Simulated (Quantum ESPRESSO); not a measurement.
## Ir: equation of state with r2SCAN

Ir:

```
Ir
1.0
     2.75138    0.00000    0.00000
    -1.37569    2.38276    0.00000
     0.00000    0.00000    4.46229
Ir
2
Direct
  0.33333 0.66667 0.25000
  0.66667 0.33333 0.75000
```

This isn't the form of Ir at room conditions, which is fcc.

| Item | Value |
| --- | --- |
| Program | Quantum ESPRESSO 7.5 |
| Task | equation of state |
| Functional | r2SCAN |
| Potentials or basis | SG15 PBE 1.2 |
| Cutoff | 925 eV |
| Density cutoff | 3701 eV |
| k mesh | 7 × 7 × 4 |
| Occupations | fermi-dirac, width 0.05 eV |
| Spin | no spin polarisation |

```yaml
Equilibrium_volume: 14.20 Å³/atom
Bulk_modulus_at_fixed_shape_and_positions: 383 GPa
Pressure_derivative_of_the_bulk_modulus: 5.1
```

Energy against volume, from the lowest point:
```
volume (Å³/atom)  energy (meV/atom)
          13.749              16.62
          14.042               0.59
          14.335               0.00
          14.627              13.04
          14.920              38.11
          15.212              73.78
          15.505             118.78
```

All runs of the series together: 26 min on 2 threads of Intel(R) Xeon(R) Platinum 8259CL CPU @ 2.50GHz (Skylake/Cascade Lake), with other jobs on the host.

Caveat: the k mesh is coarse (spacing up to 0.38 Å⁻¹), so the values aren't converged; the potentials were made for another functional, which shifts forces and pressure; the cell was scaled at fixed shape and fractional positions, which overstates the stiffness of a crystal with free parameters, most of all of layers and chains. Spin-orbit coupling is left out, which matters for the levels of Ir.
